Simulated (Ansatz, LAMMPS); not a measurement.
# A vacancy of Al at several sites of Al2O3 with crystalline order left by the classical run (155 atoms), part 3 of 3

At which site of Al2O3 with crystalline order left by the classical run (155 atoms) does a vacancy of Al cost least, and what about the site decides it?

Ansatz 0.2.0; Kohn-Sham DFT, PBE, PAW (set soft_1), plane waves.

The cell: 62 Al and 93 O. The quench rate of 20 K/ps is orders of magnitude faster than experiment. The starting topology of bonds comes from the classical model. Sampling is at Γ alone, for a cell whose shortest periodic width is 12 Å.

So far. Step 3 (Relaxation): The relaxation converged after 4 steps, 2.13 eV below its start, with a largest force component of 0.048 eV/Å. Step 5 (Vacancy of Al, site Al21): The relaxation converged after 13 steps, 1.94 eV below its start, with a largest force component of 0.032 eV/Å.

### Step 6. Vacancy of Al, site Al29

The site has 6 bonded neighbours (O6) at 2.00 Å on average. 

Contents of input.yaml:

```yaml
crystal:
  lattice:
    - [11.8191, 0.0, 0.0]
    - [0.0, 11.8191, 0.0]
    - [0.0, 0.0, 11.8191]
  atoms:
    [... atom lines 1 to 25 left out ...]
    - { symbol: Al, position: [0.5463, 0.92559, 0.65844] }
    - { symbol: Al, position: [0.02221, 0.58598, 0.26587] }
    - { symbol: Al, position: [0.28267, 0.91477, 0.99052] }
    - { symbol: Al, position: [0.63369, 0.17803, 0.24768] }
    - { symbol: Al, position: [0.64888, 0.56615, 0.83825] }
    - { symbol: Al, position: [0.14037, 0.44715, 0.58082] }
    - { symbol: Al, position: [0.52917, 0.8178, 0.89897] }
    [... atom lines 33 to 154 left out ...]
magnetization:
  spin_polarized: true
kpoints:
  mp_grid: { grid: [1, 1, 1] }
hamiltonian:
  xc: pbe
  pseudopotentials: { kind: paw, azcp: { folder: soft_1 } }
scf:
  occupations: { method: fermi_dirac, width: 0.025 }
  lower_state_search: "off"
output:
  forces: true
  eigenvalues: true
relax:
  f_tol: 0.05
  max_steps: 90
```

Run with:

```sh
ansatz run input.yaml --threads 8 --pin off --max-ram 15872MiB --backend cpu --events-out ev --progress --plain --runs-dir out
```

Numbers of over 12 decimals in the logs are rounded to 6 here.

The log of the run:

```text
[...]
Crystal: 154 atoms, lattice volume = 1651.023 Å³
Basis set: ecut = 420 eV, 32423 PW (Γ), exchange–correlation on 160×160×160 points (8 copies of the dense FFT grid, shifted against one another)
Bands: 527, of which v1, the nominal top of the filled ones, is band 371 counted from 1 (370 counted from 0)
Symmetry: 1 space group operations
[...]
k-points: 1
[...]
Starting moments: Σ|m| = 3.6 μB on 6 of 154 sites
[...]
SCF iter   1: F=—  HF=-85829.588655 eV  |F-HF|=—  |Δ(HF+E_count)|=         —  Δρ=6.25e-2 (↑6.10e-2 ↓6.25e-2)  dr2=2.55e2  dr2_m=7.63e-1  M=2.999 μB ∫|m|=3.194 μB  β_m=0.30  ethr=3.10e-3  ⟨swp⟩=6.0  Hψ=4453  notcnv=0  defer=122
[...]
SCF iter   7: F=—  HF=-85762.464757 eV  |F-HF|=—  |Δ(HF+E_count)|=   2.10e-2  Δρ=3.63e-3 (↑2.79e-3 ↓3.63e-3)  dr2=4.72e-1  dr2_m=6.09e-2  M=2.964 μB ∫|m|=3.151 μB  β_m=0.30  ethr=3.30e-4  ⟨swp⟩=2.0  Hψ=1014  notcnv=0  defer=296
[...]
spin-set hold released at iteration 7 (site moments contracting): the magnetisation degrees of freedom join the quasi-Newton model from the next iteration; the mixer history was flushed
SCF iter   8: F=—  HF=-85762.522923 eV  |F-HF|=—  |Δ(HF+E_count)|=   5.82e-2  Δρ=7.10e-3 (↑1.94e-3 ↓7.10e-3)  dr2=1.09e0  dr2_m=2.18e-1  M=2.986 μB ∫|m|=3.184 μB  β_m=0.17  ethr=6.37e-5  ⟨swp⟩=3.0  Hψ=1346  notcnv=0  defer=296  recentre
SCF iter   9: F=—  HF=-85762.502705 eV  |F-HF|=—  |Δ(HF+E_count)|=   2.02e-2  Δρ=3.99e-3 (↑2.17e-3 ↓3.99e-3)  dr2=5.13e-1  dr2_m=6.19e-2  M=2.989 μB ∫|m|=3.176 μB  β_m=0.13  ethr=6.37e-5  ⟨swp⟩=3.0  Hψ=1347  notcnv=0  defer=296
[...]
SCF iter  20: F=—  HF=-85762.607090 eV  |F-HF|=—  |Δ(HF+E_count)|=   1.09e-4  Δρ=6.90e-5 (↑2.79e-5 ↓6.90e-5)  dr2=1.50e-4  dr2_m=1.98e-5  M=2.993 μB ∫|m|=3.186 μB  β_m=0.24  ethr=9.83e-8  ⟨swp⟩=2.0  Hψ=1328  notcnv=0  defer=296
SCF iter  21: F=-85762.607137 eV  HF=-85762.607126 eV  |F-HF|=1.15e-5  |Δ(HF+E_count)|=   3.55e-5  Δρ=2.64e-5 (↑1.75e-5 ↓2.64e-5)  dr2=2.41e-5  dr2_m=2.37e-6  M=2.993 μB ∫|m|=3.186 μB  ethr=8.43e-9  ⟨swp⟩=17.5  Hψ=6551  notcnv=0
SCF 1 converged in 21 iterations: F = -85762.607137 eV  dr2 = 2.41e-5
[...]
relax step   1: F+E_penalty+E_count = -85762.60713716 eV  Δ(F+E_penalty+E_count) = +0.000e0 eV  max|allowed force component| = 1.603e0 eV/Å  Δτ_max = 0.0000 Å  (21 SCF iters, dr2 threshold 6.25e-5 eV, accepted)
[... from here on, the SCF cycles and remarks between the steps are left out ...]
relax step   2: F+E_penalty+E_count = -85763.49459224 eV  Δ(F+E_penalty+E_count) = -8.875e-1 eV  max|allowed force component| = 1.136e0 eV/Å  Δτ_max = 0.1876 Å  (19 SCF iters, dr2 threshold 1.00e-4 eV, accepted)
relax step   3: F+E_penalty+E_count = -85764.05482701 eV  Δ(F+E_penalty+E_count) = -5.602e-1 eV  max|allowed force component| = 3.824e-1 eV/Å  Δτ_max = 0.2000 Å  (20 SCF iters, dr2 threshold 8.07e-5 eV, accepted)
relax step   4: F+E_penalty+E_count = -85764.05938533 eV  Δ(F+E_penalty+E_count) = -4.558e-3 eV  max|allowed force component| = 5.164e-1 eV/Å  Δτ_max = 0.1473 Å  (16 SCF iters, dr2 threshold 1.66e-5 eV, accepted)
relax step   5: F+E_penalty+E_count = -85764.17264023 eV  Δ(F+E_penalty+E_count) = -1.133e-1 eV  max|allowed force component| = 1.881e-1 eV/Å  Δτ_max = 0.0428 Å  (18 SCF iters, dr2 threshold 3.02e-5 eV, accepted)
relax step   6: F+E_penalty+E_count = -85764.17992743 eV  Δ(F+E_penalty+E_count) = -7.287e-3 eV  max|allowed force component| = 1.233e-1 eV/Å  Δτ_max = 0.0129 Å  (17 SCF iters, dr2 threshold 4.69e-6 eV, accepted)
relax step   7: F+E_penalty+E_count = -85764.11644863 eV  Δ(F+E_penalty+E_count) = +6.348e-2 eV  max|allowed force component| = 3.352e-1 eV/Å  Δτ_max = 0.1328 Å  (30 SCF iters, rejected (line search))
relax step   8: F+E_penalty+E_count = -85764.18506757 eV  Δ(F+E_penalty+E_count) = -5.140e-3 eV  max|allowed force component| = 3.665e-2 eV/Å  Δτ_max = 0.0167 Å  (29 SCF iters, accepted)
SCF converged after 29 iterations
Magnetization: 2.9994 μB (371.9997 up, 369.0003 down)
Absolute magnetization: 3.2329 μB (∫|ρ↑−ρ↓|, with the PAW one-centre terms)
[...]
Per-site moments (μB) at R_I (Å): [(-2.2432860565989398e-5, 0.762901), (-0.000244633, 0.722964), (-5.218051015294859e-5, 0.749030), (-0.00115424, 0.743814), (-2.0263368611988022e-5, [...]
Free energy (F): -85764.185068 eV
[...]
Internal energy: -85764.144294 eV  (E = F + TS)
E sigma→0 (E₀):  -85764.164681 eV
Entropy (-TS):   -0.040774 eV (-0.265 meV/atom)
Fermi energy:    5.323765 eV
[...]
Σ components = -85764.185068   (vs F -85764.185068, Δ=0.00e0)
--- Forces (eV/Å), atoms counted from 1 ---
  atom   1  Al     0.00657143     0.00801505     0.00568371
  atom   2  Al    -0.00823304     0.00522408     0.02079011
  atom   3  Al    -0.00565656    -0.00039669     0.00332150
  atom   4  Al     0.00925572    -0.03665060     0.00207778
[...]
atom 154  O      0.00901766    -0.00788265     0.01059264
  max |Σ_I F_I| component: 1.00e-4 eV/Å
--- Band table (eV) ---
[...]
--- Relaxed structure (8 steps of the walk, 7 accepted, 0 SCFs on fresh bases) ---
  F+E_penalty+E_count = -85764.18506757 eV   max|allowed force component| = 3.665e-2 eV/Å
  atoms:
    - { symbol: Al, position: [0.541794, 0.428530, 0.323733] }
    - { symbol: Al, position: [0.395618, 0.699057, 0.084076] }
    - { symbol: Al, position: [0.398712, 0.308998, 0.488168] }
    - { symbol: Al, position: [0.501115, 0.449367, 0.00226664] }
[...]
- { symbol: O, position: [0.137793, 0.579244, 0.648212] }
```

Run time: 6.7 min. Hardware: 8 threads of Arm Neoverse V2, shared host; peak memory 4.3 GiB.

The relaxation converged after 8 steps, 1.58 eV below its start, with a largest force component of 0.037 eV/Å.

### Step 7. Vacancy of Al, site Al6

The site has 5 bonded neighbours (O5) at 1.88 Å on average. 

Input and log are left out; they have the form of those shown for this kind of step.

It took 8 min on 8 threads of Arm Neoverse V2, shared host; peak memory 4.2 GiB; 62 min of CPU time.

The relaxation converged after 12 steps, 1.40 eV below its start, with a largest force component of 0.044 eV/Å.

### Step 8. Vacancy of Al, site Al36

The site has 4 bonded neighbours (O4) at 1.81 Å on average. 

input.yaml, the sections that differ from step 6:

```yaml
crystal:
  lattice:
    - [11.8191, 0.0, 0.0]
    - [0.0, 11.8191, 0.0]
    - [0.0, 0.0, 11.8191]
  atoms:
    [... atom lines 1 to 32 left out ...]
    - { symbol: Al, position: [0.52917, 0.8178, 0.89897] }
    - { symbol: Al, position: [0.14423, 0.70565, 0.06925] }
    - { symbol: Al, position: [0.26453, 0.71099, 0.31703] }
    - { symbol: Al, position: [0.64211, 0.31971, 0.82531] }
    - { symbol: Al, position: [0.38414, 0.32207, 0.17167] }
    - { symbol: Al, position: [0.2565, 0.21961, 0.66791] }
    - { symbol: Al, position: [0.61354, 0.09229, 0.49719] }
    [... atom lines 40 to 154 left out ...]
# magnetization, kpoints, hamiltonian, scf, output, relax: as in step 6
```

The log of the run:

```text
[...]
Crystal: 154 atoms, lattice volume = 1651.023 Å³
Basis set: ecut = 420 eV, 32423 PW (Γ), exchange–correlation on 160×160×160 points (8 copies of the dense FFT grid, shifted against one another)
Bands: 526, of which v1, the nominal top of the filled ones, is band 371 counted from 1 (370 counted from 0)
Symmetry: 1 space group operations
[...]
k-points: 1
[...]
Starting moments: Σ|m| = 2.4 μB on 4 of 154 sites
[...]
SCF iter   1: F=—  HF=-85831.471521 eV  |F-HF|=—  |Δ(HF+E_count)|=         —  Δρ=6.40e-2 (↑6.16e-2 ↓6.40e-2)  dr2=2.65e2  dr2_m=1.48e0  M=3.000 μB ∫|m|=3.116 μB  β_m=0.30  ethr=3.10e-3  ⟨swp⟩=6.0  Hψ=4428  notcnv=0  defer=118
[...]
SCF iter   3: F=—  HF=-85769.783430 eV  |F-HF|=—  |Δ(HF+E_count)|=    8.48e0  Δρ=3.21e-2 (↑1.97e-2 ↓3.21e-2)  dr2=4.48e1  dr2_m=1.55e0  M=3.000 μB ∫|m|=3.170 μB  β_m=0.30  ethr=3.10e-3  ⟨swp⟩=3.0  Hψ=1972  notcnv=0  defer=294
[...]
SCF iter  12: F=—  HF=-85763.231623 eV  |F-HF|=—  |Δ(HF+E_count)|=   1.63e-1  Δρ=5.03e-3 (↑5.03e-3 ↓5.03e-3)  dr2=2.15e0  dr2_m=1.21e-1  M=2.268 μB ∫|m|=2.754 μB  β_m=0.30  ethr=4.95e-4  ⟨swp⟩=2.0  Hψ=760  notcnv=0  defer=294
[...]
SCF iter  14: F=—  HF=-85763.258814 eV  |F-HF|=—  |Δ(HF+E_count)|=   2.29e-1  Δρ=7.33e-3 (↑3.83e-3 ↓7.33e-3)  dr2=2.19e0  dr2_m=2.08e-1  M=2.994 μB ∫|m|=3.096 μB  β_m=0.14  ethr=2.91e-4  ⟨swp⟩=2.5  Hψ=1565  notcnv=0  defer=294
[...]
SCF iter  36: F=-85763.381004 eV  HF=-85763.381042 eV  |F-HF|=3.78e-5  |Δ(HF+E_count)|=   1.64e-6  Δρ=4.90e-5 (↑1.09e-5 ↓4.90e-5)  dr2=5.00e-5  dr2_m=9.92e-6  M=2.998 μB ∫|m|=3.199 μB  β_m=0.38  ethr=6.40e-9  ⟨swp⟩=2.0  Hψ=3147  notcnv=0
SCF iter  37: F=-85763.381037 eV  HF=-85763.381043 eV  |F-HF|=6.70e-6  |Δ(HF+E_count)|=   1.16e-6  Δρ=2.18e-5 (↑6.84e-6 ↓2.18e-5)  dr2=9.60e-6  dr2_m=1.90e-6  M=2.998 μB ∫|m|=3.199 μB  ethr=6.40e-9  ⟨swp⟩=2.0  Hψ=2923  notcnv=0
SCF 1 converged in 37 iterations: F = -85763.381037 eV  dr2 = 9.60e-6
[...]
relax step   1: F+E_penalty+E_count = -85763.38103671 eV  Δ(F+E_penalty+E_count) = +0.000e0 eV  max|allowed force component| = 1.442e0 eV/Å  Δτ_max = 0.0000 Å  (37 SCF iters, dr2 threshold 6.25e-5 eV, accepted)
[... from here on, the SCF cycles and remarks between the steps are left out ...]
relax step   2: F+E_penalty+E_count = -85764.07090599 eV  Δ(F+E_penalty+E_count) = -6.899e-1 eV  max|allowed force component| = 1.078e0 eV/Å  Δτ_max = 0.1847 Å  (15 SCF iters, dr2 threshold 1.00e-4 eV, accepted)
relax step   3: F+E_penalty+E_count = -85764.34457066 eV  Δ(F+E_penalty+E_count) = -2.737e-1 eV  max|allowed force component| = 9.695e-1 eV/Å  Δτ_max = 0.2000 Å  (18 SCF iters, dr2 threshold 7.26e-5 eV, accepted)
relax step   4: F+E_penalty+E_count = -85764.60402831 eV  Δ(F+E_penalty+E_count) = -2.595e-1 eV  max|allowed force component| = 2.448e-1 eV/Å  Δτ_max = 0.1026 Å  (11 SCF iters, dr2 threshold 1.00e-4 eV, accepted)
relax step   5: F+E_penalty+E_count = -85764.63575116 eV  Δ(F+E_penalty+E_count) = -3.172e-2 eV  max|allowed force component| = 1.420e-1 eV/Å  Δτ_max = 0.0189 Å  (11 SCF iters, dr2 threshold 3.82e-6 eV, accepted)
relax step   6: F+E_penalty+E_count = -85764.48420612 eV  Δ(F+E_penalty+E_count) = +1.515e-1 eV  max|allowed force component| = 7.726e-1 eV/Å  Δτ_max = 0.2000 Å  (18 SCF iters, rejected (line search))
relax step   7: F+E_penalty+E_count = -85764.65609352 eV  Δ(F+E_penalty+E_count) = -2.034e-2 eV  max|allowed force component| = 9.415e-2 eV/Å  Δτ_max = 0.0486 Å  (17 SCF iters, accepted)
relax step   8: F+E_penalty+E_count = -85764.65486776 eV  Δ(F+E_penalty+E_count) = +1.226e-3 eV  max|allowed force component| = 1.096e-1 eV/Å  Δτ_max = 0.0325 Å  (12 SCF iters, dr2 threshold 2.98e-6 eV, rejected (line search))
relax step   9: F+E_penalty+E_count = -85764.66183411 eV  Δ(F+E_penalty+E_count) = -5.741e-3 eV  max|allowed force component| = 2.978e-2 eV/Å  Δτ_max = 0.0161 Å  (13 SCF iters, accepted)
SCF converged after 13 iterations
Magnetization: 2.9860 μB (371.9930 up, 369.0070 down)
Absolute magnetization: 3.2496 μB (∫|ρ↑−ρ↓|, with the PAW one-centre terms)
[...]
Per-site moments (μB) at R_I (Å): [(-1.0398416397858932e-5, 0.764925), (-2.016283184089454e-5, 0.704177), (-1.776198012345885e-5, 0.750759), (-0.000952146, 0.722581), (-4.803653729630608e-6, 0.766059), [...]
Free energy (F): -85764.661834 eV
[...]
Internal energy: -85764.651383 eV  (E = F + TS)
E sigma→0 (E₀):  -85764.656608 eV
Entropy (-TS):   -0.010451 eV (-0.068 meV/atom)
Fermi energy:    5.481099 eV
[...]
Σ components = -85764.661834   (vs F -85764.661834, Δ=0.00e0)
--- Forces (eV/Å), atoms counted from 1 ---
  atom   1  Al     0.00117090    -0.00700104    -0.00478021
  atom   2  Al    -0.00740796     0.01924611     0.00812490
  atom   3  Al    -0.00467412     0.00075186     0.00000197
  atom   4  Al    -0.01157100    -0.00349744    -0.01007926
[...]
atom 154  O      0.00515551     0.00217287     0.00598470
  max |Σ_I F_I| component: 1.89e-4 eV/Å
--- Band table (eV) ---
[...]
--- Relaxed structure (9 steps of the walk, 7 accepted, 0 SCFs on fresh bases) ---
  F+E_penalty+E_count = -85764.66183411 eV   max|allowed force component| = 2.978e-2 eV/Å
  atoms:
    - { symbol: Al, position: [0.541286, 0.429373, 0.324199] }
    - { symbol: Al, position: [0.398850, 0.698800, 0.083015] }
    - { symbol: Al, position: [0.397871, 0.310034, 0.488987] }
    - { symbol: Al, position: [0.492625, 0.455362, 0.0018566] }
[...]
- { symbol: O, position: [0.149845, 0.564175, 0.672131] }
```

Wall time 7 min (8 threads); peak memory 4.2 GiB; 54 min of CPU time.

The relaxation converged after 9 steps, 1.28 eV below its start, with a largest force component of 0.030 eV/Å.

The surroundings of the place of the removed atom, after relaxation: 10 atoms, nearest first, with positions taken from that point. Atoms keep their numbers of the cell before the removal, where the removed atom was number 36.

```
atom      x      y      z  distance (Å)  bonds  moment (μB)
O133   0.01   1.78  -1.13          2.11      2         0.26
 O64  -1.78   0.09   1.14          2.12      2         0.42
O123   1.75   0.16   1.18          2.12      2         0.36
 O74   0.20  -1.78  -1.15          2.13      2         0.52
Al61   1.41  -1.38   2.00          2.81      4         0.00
Al11   0.08   2.94   0.18          2.95      4         0.00
Al59  -0.14   1.35  -2.86          3.16      5         0.00
 O73  -1.50   0.05  -2.88          3.25      3         0.00
 O70   1.51   0.22  -2.90          3.27      3         0.01
Al37  -2.90  -1.32   0.95          3.33      6         0.00
```

The column of bonds counts only the pairs O-Al within 2.48 Å; other neighbours, such as metal atoms beside each other in a compound, aren't counted, and periodic images can show an atom twice.

The largest move is 0.35 Å, by O64.

### Step 9. Vacancy of Al, site Al49

The site has 6 bonded neighbours (O6) at 1.94 Å on average. 

Input and log are left out; they have the form of those shown for this kind of step.

Run time: 8.9 min. Hardware: 8 threads of Arm Neoverse V2, shared host; peak memory 4.3 GiB; 69 min of CPU time.

The relaxation converged after 13 steps, 2.28 eV below its start, with a largest force component of 0.042 eV/Å.

The surroundings of the place of the removed atom, after relaxation: 10 atoms, nearest first, with positions taken from that point. Atoms keep their numbers of the cell before the removal, where the removed atom was number 49.

```
atom      x      y      z  distance (Å)  bonds  moment (μB)
O151  -1.34   1.43  -0.23          1.97      2         0.48
 O84  -0.01   0.06  -1.98          1.98      2         0.59
O117   0.20   0.09   2.05          2.06      3         0.02
O106  -1.22  -1.79   0.23          2.18      3         0.04
O121   1.77   1.37   0.10          2.24      3         0.01
Al10  -1.09  -1.23   1.92          2.53      6         0.00
 O66   1.76  -1.84  -0.22          2.56      4         0.00
 Al6   1.22  -1.25  -1.97          2.63      5         0.00
Al40   1.30   1.60   1.81          2.74      5         0.00
Al23  -1.30   1.42  -2.07          2.83      6         0.00
```

The column of bonds counts only the pairs O-Al within 2.49 Å; other neighbours, such as metal atoms beside each other in a compound, aren't counted, and periodic images can show an atom twice.

The largest move is 0.52 Å, by O66.

### Step 10. Vacancy of Al, site Al60

The site has 4 bonded neighbours (O4) at 1.78 Å on average. 

Input and log are left out; they have the form of those shown for this kind of step.

Wall time 7.7 min (8 threads of Arm Neoverse V2, shared host); peak memory 4.3 GiB; 60 min of CPU time.

The relaxation converged after 10 steps, 1.33 eV below its start, with a largest force component of 0.034 eV/Å.

### Step 11. The sites compared

All these cells hold the same atoms, so their energies can be compared with no chemical potential.

```
site  neighbours  mean distance (Å)  atoms within 6 Å  energy over the best site (eV)  before relaxation (eV)  gain on relaxing (eV)  moment (μB)
Al49          O6               1.94                83                            0.00                    0.34                   2.28          3.0
Al21          O4               1.83                74                            0.01                    0.00                   1.94          3.0
 Al6          O5               1.88                79                            0.60                    0.06                   1.40          3.0
Al60          O4               1.78                85                            1.03                    0.42                   1.33          3.0
Al36          O4               1.81                81                            1.25                    0.59                   1.28          3.0
Al29          O6               2.00                72                            1.73                    1.36                   1.58          3.0
```

Neighbours are those of the relaxed host within 2.43 Å (O-Al); other pairs aren't counted.

### Step 12. Findings

The cheapest site is Al49 (6 neighbours, O6); the dearest, Al29 (6 neighbours, O6), costs 1.7 eV more. Al21 lies within 0.02 eV of the cheapest, a tie at this tolerance. By coordination the energies over the best site are 0.01 to 1.25 eV with 4 neighbours, 0.60 eV with 5 neighbours and 0.00 to 1.73 eV with 6 neighbours. Relaxation changes the order: the best site before relaxing was Al21.

Caveats: Defects are neutral and interact with their images. The reference ran with gaussian smearing of 0.05 eV, but 6 of the 6 defect cells with fermi-dirac smearing of 0.025 eV, spin polarised. In a disordered cell the relaxation can also rearrange atoms far from the site. In the spin-polarised runs the search for a state of lower energy was switched off. Only 6 of the 62 Al sites were tried; unless symmetry makes the others alike to these, a cheaper one may exist. A local or semilocal functional tends to spread out the unpaired spin of such defects. The pressure of -5.1 GPa means that a free cell would contract at this level.

The DFT runs together took 49 min of wall time.

[Logs are printed without paths, hosts, clocks, repeated set-up lines and the standing remarks that a program may print on its own settings, such as how far it seeks lower states.]

[Hosts, paths, dates, database ids (printed as entryN), source tags and the programs' standing remarks are cut or masked in the printed files.]
